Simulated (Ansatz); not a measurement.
# Al2O3: a trial structure relaxed

Where does this trial cell of Al2O3 go when cell and atoms are let free?

Method: DFT PBE, scalar-relativistic, plane waves, PAW, in Ansatz 0.2.0.

### Step 1. Starting point

The structure is tetragonal, space group I4_1/amd (No. 141). The conventional cell has a = 13.706 Å, b = 13.706 Å, c = 9.130 Å, α = 90.00°, β = 90.00°, γ = 90.00°. Around Al (site symmetry m) lie 3 O at 1.61 to 1.62 Å. O (site symmetry 2/m) has 2 Al at 1.61 Å as nearest neighbours. O (site symmetry 2) has 2 Al at 1.62 Å as nearest neighbours.

Structure file:

```xyz
20
Lattice="-6.8529 6.8529 4.5651 6.8529 -6.8529 4.5651 6.8529 6.8529 -4.5651" Properties=species:S:1:pos:R:3 pbc="T T T"
Al    0.0000   11.4206    0.0000
Al    0.0000    2.2852    0.0000
Al    2.2852    6.8529    2.2825
Al   -2.2852    6.8529    2.2825
Al    0.0000    4.5677    2.2825
Al    0.0000    9.1381    2.2825
Al    4.5677    6.8529    4.5651
Al   -4.5677    6.8529    4.5651
O     0.0000   10.2793    1.1413
O     5.7103    5.7103    4.5651
O    -5.7103    5.7103    4.5651
O     0.0000    3.4264    1.1413
O     5.7103   -5.7103    4.5651
O     1.1426    1.1426    0.0000
O     1.1426    5.7103    2.2825
O     1.1426    7.9955    2.2825
O     3.4264    6.8529    3.4238
O    -1.1426    5.7103    2.2825
O    -1.1426    7.9955    2.2825
O    -3.4264    6.8529    3.4238
```

Recipe of the guess: 3-connected net, bridging atoms on its edges (I4_1/amd, No. 141). Its size is a rough estimate.

### Step 2. The guess as it stands, on a coarse mesh

File input.yaml:

```yaml
crystal:
  lattice:
    - [-6.85289838, 6.85289838, 4.56505117]
    - [6.85289838, -6.85289838, 4.56505117]
    - [6.85289838, 6.85289838, -4.56505117]
  atoms:
    - { symbol: Al, position: [0.83326842, 6.0e-08, 0.83326836] }
    - { symbol: Al, position: [0.1667317, 6.0e-08, 0.16673164] }
    - { symbol: Al, position: [0.75000006, 0.4167317, 0.66673164] }
    - { symbol: Al, position: [0.75000006, 0.08326842, 0.33326836] }
    - { symbol: Al, position: [0.5832683, 0.24999994, 0.33326836] }
    - { symbol: Al, position: [0.91673158, 0.24999994, 0.66673164] }
    - { symbol: Al, position: [0.99999994, 0.8332683, 0.83326836] }
    - { symbol: Al, position: [0.99999994, 0.16673158, 0.16673164] }
    - { symbol: O, position: [0.875, 0.125, 0.75] }
    - { symbol: O, position: [0.91663418, 0.91663418, 0.83326836] }
    - { symbol: O, position: [0.91663418, 0.08336582, 0.0] }
    - { symbol: O, position: [0.375, 0.125, 0.25] }
    - { symbol: O, position: [0.08336582, 0.91663418, 0.0] }
    - { symbol: O, position: [0.08336582, 0.08336582, 0.16673164] }
    - { symbol: O, position: [0.66663418, 0.33336582, 0.5] }
    - { symbol: O, position: [0.83336582, 0.33336582, 0.66673164] }
    - { symbol: O, position: [0.875, 0.625, 0.75] }
    - { symbol: O, position: [0.66663418, 0.16663418, 0.33326836] }
    - { symbol: O, position: [0.83336582, 0.16663418, 0.5] }
    - { symbol: O, position: [0.875, 0.125, 0.25] }
basis:
  ecutwfc: 420
kpoints:
  mp_grid: { grid: [2, 2, 2] }
hamiltonian:
  xc: pbe
scf:
  occupations: { method: gaussian, width: 0.1 }
  lower_state_search: "off"
output:
  forces: true
  stress: true
  eigenvalues: true
```

Launch:

```sh
$ ansatz run input.yaml --threads 1 --pin off --max-ram 2560MiB --backend cpu --events-out ev --progress --plain --runs-dir out
```

Output:

```text
[... 34 lines left out ...]
SCF 1 converged in 8 iterations: F = -11113.441273 eV  dr2 = 7.38e-8
SCF converged after 8 iterations
Free energy (F): -11113.441273 eV
Harris-Foulkes:  -11113.441273 eV  (|F-HF|=3.80e-9)
Internal energy: -11113.441273 eV  (E = F + TS)
E sigma→0 (E₀):  -11113.441273 eV
Fermi energy:    -1.065913 eV
--- Per-component energies (eV) ---
  E_band       = -817.806232
  E_kinetic    = 2359.431376
  E_local      = -13559.204411  (includes V_loc(G=0)·N_el)
  E_nonlocal   = 674.272469
  E_hartree    = 5779.174960
  E_xc         = -1213.278512
  E_vxc        = -1372.150126  (∫ρ·V_xc dr)
  E_paw        = -5655.527865  (= ΣΔE_a)
  E_vpaw       = -478.529217  (= ΣTr[D̂ρ^β])
  E_aug_tail   = 0.030649  (compensation charges beyond the density's cutoff)
  E_ewald      = 501.660061
  E_smearing   = -0.000000  (= −TS)
  E_closure    = 0.000000  (closes the sum)
  Σ components = -11113.441273   (vs F -11113.441273, Δ=0.00e0)
--- Forces (eV/Å), atoms counted from 1 ---
  atom   1  Al     0.00000000     0.58859271     0.70703578
  atom   2  Al    -0.00000000    -0.58859271     0.70703578
  atom   3  Al    -0.58859271    -0.00000000     0.70703578
  atom   4  Al     0.58859271    -0.00000000     0.70703578
  atom   5  Al     0.00000000     0.58859271    -0.70703578
  atom   6  Al     0.00000000    -0.58859271    -0.70703578
  atom   7  Al     0.58859271    -0.00000000    -0.70703578
  atom   8  Al    -0.58859271    -0.00000000    -0.70703578
  atom   9  O     -0.00000000     0.00000000     0.00000000
  atom  10  O     -2.96878173    -2.96878173    -0.00000000
  atom  11  O      2.96878173    -2.96878173     0.00000000
  atom  12  O     -0.00000000     0.00000000     0.00000000
  atom  13  O     -2.96878173     2.96878173    -0.00000000
  atom  14  O      2.96878173     2.96878173     0.00000000
  atom  15  O      2.96878173    -2.96878173    -0.00000000
  atom  16  O      2.96878173     2.96878173     0.00000000
  atom  17  O      0.00000000     0.00000000    -0.00000000
  atom  18  O     -2.96878173    -2.96878173     0.00000000
  atom  19  O     -2.96878173     2.96878173    -0.00000000
  atom  20  O      0.00000000     0.00000000     0.00000000
  max |Σ_I F_I| component: 8.88e-16 eV/Å
--- Stress (GPa, compression-positive) ---
       11.378312      -0.000000       0.000000
       -0.000000      11.378312       0.000000
       -0.000000      -0.000000       2.021931
  P = ⅓ Tr σ = 8.2595 GPa (82.595 kbar)
--- Band table (eV) ---
  k-point 0: bands = ["-20.2777", "-19.9709", "-19.9709", "-19.9139", "-19.8702", "-19.4560", "-19.0868", "-19.0868", "-18.9516", "-18.9516", "-18.2532", "-18.2496", "-8.9017", "-8.0051", "-7.9377", "-7.9377", "-7.5266", "-6.7389", "-6.7389", "-6.4979", "-6.3750", "-6.3750", "-5.5226", "-5.3611", "-5.2191", "-5.0567", "-5.0567", "-5.0361", "-4.9267", "-4.8972", "-4.7397", "-4.7052", "-4.5528", "-4.5528", "-4.2008", "-4.0024", "-4.0024", "-3.8575", "-3.4163", "-3.4163", "-3.1816", "-3.1816", "-3.0243", "-2.8597", "-2.8597", "-2.7701", "-1.8471", "-1.5718", "-0.5601", "0.4816", "0.4816", "0.7839", "0.7870", "1.4087", "1.4087", "1.5223"]
  k-point 1: bands = ["-20.1869", "-20.1869", "-19.9242", "-19.9242", "-19.6365", "-19.6365", "-19.0156", "-19.0156", "-19.0050", "-19.0050", "-18.2514", "-18.2514", "-8.6364", "-8.6364", "-7.7642", "-7.7642", "-7.2124", "-7.2124", "-6.5260", "-6.5260", "-6.3788", "-6.3788", "-5.3834", "-5.3834", "-5.1889", "-5.1889", "-5.1263", "-5.1263", "-4.9307", "-4.9307", "-4.6374", "-4.6374", "-4.4768", "-4.4768", "-4.2781", "-4.2781", "-3.6826", "-3.6826", "-3.6012", "-3.6012", "-3.0251", "-3.0251", "-3.0199", "-3.0199", "-2.8677", "-2.8677", "-1.6984", "-1.6984", "-0.1701", "-0.1701", "0.6096", "0.6096", "1.1795", "1.1795", "1.4648", "1.4648"]
  k-point 2: bands = ["-20.2343", "-20.1102", "-19.9710", "-19.9072", "-19.7203", "-19.5348", "-19.0861", "-19.0112", "-19.0092", "-18.9521", "-18.2523", "-18.2505", "-8.7748", "-8.4208", "-7.9320", "-7.7045", "-7.3730", "-6.8631", "-6.7818", "-6.4256", "-6.4223", "-6.3332", "-5.4600", "-5.2863", "-5.2502", "-5.1661", "-5.0975", "-5.0785", "-5.0422", "-4.8916", "-4.6473", "-4.6004", "-4.5435", "-4.5191", "-4.2739", "-4.0764", "-3.8645", "-3.7442", "-3.5296", "-3.5214", "-3.1618", "-3.0304", "-2.9887", "-2.9552", "-2.8909", "-2.8154", "-1.7672", "-1.6304", "-0.1579", "0.1781", "0.6398", "0.7368", "0.8981", "1.0604", "1.0661", "1.1374"]
  k-point 3: bands = ["-20.1695", "-20.1695", "-19.9710", "-19.9710", "-19.5895", "-19.5895", "-19.0855", "-19.0855", "-18.9527", "-18.9527", "-18.2514", "-18.2514", "-8.5902", "-8.5902", "-7.9261", "-7.9261", "-6.8856", "-6.8856", "-6.8218", "-6.8218", "-6.2851", "-6.2851", "-5.3443", "-5.3443", "-5.2159", "-5.2159", "-5.1127", "-5.1127", "-5.0284", "-5.0284", "-4.6905", "-4.6905", "-4.3767", "-4.3767", "-4.1713", "-4.1713", "-3.7508", "-3.7508", "-3.6238", "-3.6238", "-3.1167", "-3.1167", "-2.9183", "-2.9183", "-2.8862", "-2.8862", "-1.6894", "-1.6894", "-0.0589", "-0.0589", "0.3743", "0.3743", "1.2280", "1.2280", "1.4658", "1.4658"]
```

Run time: 3.9 s. Hardware: 1 thread of AMD EPYC 9R45 (Zen 5), shared host; peak memory 0.96 GiB.

Read-out: pressure 8.3 GPa, largest force 4.20 eV/Å, gap on this mesh 1.01 eV. A guess like this is first relaxed loosely on the coarse mesh.

(Part 1 of 3 ends here.)
